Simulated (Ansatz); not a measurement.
# SnS2: the cost of one run

Computed with Ansatz 0.2.0 (DFT PBE+D3(BJ), scalar-relativistic, plane waves, PAW, unless a step's input says otherwise).

4 further runs of the same task are left out: 1 that didn't finish, 3 set aside as unsound or not needed.

## Step 1: Starting point

The structure is trigonal, space group P-3m1 (No. 164). Conventional cell: a = 3.669 Å, b = 3.669 Å, c = 5.806 Å, α = 90.00°, β = 90.00°, γ = 120.00°. Sn (site symmetry -3m) has 6 S at 2.58 Å as nearest neighbours. S (site symmetry 3m) has 3 Sn at 2.58 Å as nearest neighbours.

Structure file:

```
CELL_PARAMETERS angstrom
3.66928 0.00000 0.00000
-1.83464 3.17769 0.00000
0.00000 0.00000 5.80626
ATOMIC_POSITIONS crystal
Sn 0.00000 0.00000 0.00000
S 0.66667 0.33333 0.25460
S 0.33333 0.66667 0.74540
```

This cell was relaxed beforehand with the same method: volume 22.57 Å³/atom, gap on the mesh 1.25 eV.

## Step 2: Relaxing at 25 GPa

What is minimised here is the enthalpy; the energy can go up as the cell is squeezed.

input.yaml reads:

```yaml
crystal:
  lattice:
    - [3.6692796323, 0.0, 0.0]
    - [-1.8346398162, 3.1776893752, 0.0]
    - [0.0, 0.0, 5.8062614062]
  atoms:
    - { symbol: Sn, position: [0.0, 0.0, 0.0] }
    - { symbol: S, position: [0.6666666667, 0.3333333333, 0.2546020429] }
    - { symbol: S, position: [0.3333333333, 0.6666666667, 0.7453979571] }
basis:
  ecutwfc: 420
kpoints:
  mp_grid: { grid: [12, 12, 6] }
hamiltonian:
  xc: pbe
  dispersion: d3bj
scf:
  occupations: { method: fixed }
output:
  forces: true
  stress: true
  eigenvalues: true
relax:
  adjacent_minimum: "off"
  f_tol: 0.001
  max_steps: 60
  cell: { stress_tol: 0.02, p_target: 25.0 }
```

Run with:

```console
$ ansatz run input.yaml --threads 1 --pin off --max-ram 3072MiB --backend cpu --events-out ev --progress --plain --runs-dir out
```

**Question.** How long does this run take on 1 thread of AMD EPYC 9R45 (Zen 5), shared host, and how much memory does it need?

About 20 s, with a peak of 0.47 GiB.
